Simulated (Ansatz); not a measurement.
**Tl: strong compression**

One table from this session's results is given with a row withheld; the runs are named, their logs left out.

Program: Ansatz 0.2.0. Level of theory: DFT, PBE, PAW with Ansatz's default frozen-core files, scalar-relativistic. These are calculated values, not measurements.

## Starting point

The structure is hexagonal, space group P6/mmm (No. 191). The conventional cell has a = 5.604 Å, b = 5.604 Å, c = 3.474 Å, α = 90.00°, β = 90.00°, γ = 120.00°. Tl (site symmetry 6/mmm) has 14 Tl at 3.47 to 3.67 Å as nearest neighbours. Tl (site symmetry -6m2) has 11 Tl at 3.24 to 3.67 Å as nearest neighbours.

As a file:

```cif
data_structure
_symmetry_space_group_name_H-M 'P 1'
_symmetry_Int_Tables_number 1
_cell_length_a 5.6035
_cell_length_b 5.6035
_cell_length_c 3.4742
_cell_angle_alpha 90.000
_cell_angle_beta 90.000
_cell_angle_gamma 120.000
_cell_volume 94.47
loop_
_atom_site_label
_atom_site_type_symbol
_atom_site_fract_x
_atom_site_fract_y
_atom_site_fract_z
_atom_site_occupancy
Tl1 Tl 0.00000 0.00000 0.00000 1
Tl2 Tl 0.33333 0.66667 0.50000 1
Tl3 Tl 0.66667 0.33333 0.50000 1
```

Whether this phase is the stable one at these pressures isn't tested.

Atoms are numbered in the order of the input: Tl1, Tl2, Tl3.

The first run:

input.yaml

```yaml
crystal:
  lattice:
    - [5.6035312098, 0.0, 0.0]
    - [-2.8017656049, 4.8528003786, 0.0]
    - [0.0, 0.0, 3.4741893501]
  atoms:
    - { symbol: Tl, position: [0.0, 0.0, 0.0] }
    - { symbol: Tl, position: [0.3333333333, 0.6666666667, 0.5] }
    - { symbol: Tl, position: [0.6666666667, 0.3333333333, 0.5] }
kpoints:
  mp_grid: { grid: [7, 7, 10] }
scf:
  occupations: { method: fermi_dirac, width: 0.1 }
hamiltonian:
  xc: pbe
  pseudopotentials: { kind: paw }
output:
  forces: true
  stress: true
relax:
  f_tol: 0.005
  max_steps: 40
  cell: {}
```

Launch:

```console
> ansatz run input.yaml --threads 1 --pin off --max-ram 3072MiB --backend cpu --events-out ev --progress --plain --runs-dir out
```

Among the steps run: Cell relaxed at zero pressure, PAW; Volume scaled by 1, PAW; Shape and atoms relaxed at 0.9 of the volume, PAW; Volume scaled by 0.9, PAW; Shape and atoms relaxed at 0.7 of the volume, PAW; Volume scaled by 0.7, PAW; Shape and atoms relaxed at 0.5 of the volume, PAW; Volume scaled by 0.5, PAW; Shape and atoms relaxed at 0.4 of the volume, PAW; Volume scaled by 0.4, PAW; Volume scaled by 0.4, PAW (cutoff 300 eV).

One table of the session follows, with a row left open; its other results are not shown here.

```
             method  volume over the first  volume (Å³/atom)  pressure (GPa)
                PAW                      1            31.702           -0.01
                PAW                    0.9            28.532            3.54
                PAW                    0.7            22.191           24.27
                PAW                    0.5                 ?               ?
                PAW                    0.4            12.681          291.79
PAW (cutoff 300 eV)                    0.4            12.681          293.71
```

Q: Estimate the row for PAW, 0.5 from the others.

The run gave: volume (Å³/atom): 15.851; pressure (GPa): 119.89. In the column «volume (Å³/atom)» it lies between PAW (cutoff 300 eV), 0.4 (12.681) and PAW, 0.7 (22.191).

To keep in mind: Warnings in the runs' records: cutoff below recommended.
